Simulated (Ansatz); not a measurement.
# CoPdO2: energy along a strain

CoPdO2, R-3m, a = 2.862 Å, c = 17.837 Å. The structure is a COD entry; whether it is the stable form wasn't checked. Ansatz: PBE, PAW, 420 eV, Γ-centred 18×18×18 mesh on 4 atoms, Gaussian smearing 0.15 eV; no spin polarisation. Cell vectors (Å): 1.431 0.826 5.946; -1.431 0.826 5.946; 0.000 -1.652 5.946. The cell is strained by x per cent times the pattern (1 1 0 0 0 0) in the order xx yy zz yz xz xy (engineering shears), with fractional coordinates held. y is the free energy over the start, V0 = 10.545 Å³/atom.

| x (%) | y (meV/atom) |
| --- | --- |
| -2.00 | ? |
| -1.50 | 7.20 |
| -1.00 | 3.15 |
| 0.00 | 0.00 |
| 0.50 | 0.73 |
| 1.50 | 6.44 |
| 2.00 | 11.28 |

**Question.** Fit y = c2 x² + c3 x³ to the other rows, get the stiffness along the pattern, and predict the missing energy.

**Answer.** Least squares on the rows shown. y = 3.036 x² − 0.1091 x³. The clamped-ion stiffness p·C·p = 2 × 30.36 eV × 160.2 / 10.545 Å³ = 922 GPa. At x = -2.00 the fit asked for gives 13.02 meV/atom. The run gave 13.00 meV/atom, so the fit is 0.02 meV/atom too high, within twice the rms miss on the fitted rows (0.01 meV/atom).

The cell has an odd number of electrons and ran without spin polarisation, so a magnetic or disproportionated state may lie lower.

Cost: 7 runs of about 6 core-minutes in all, on AMD EPYC 7R43 (Zen 3) (shared hosts).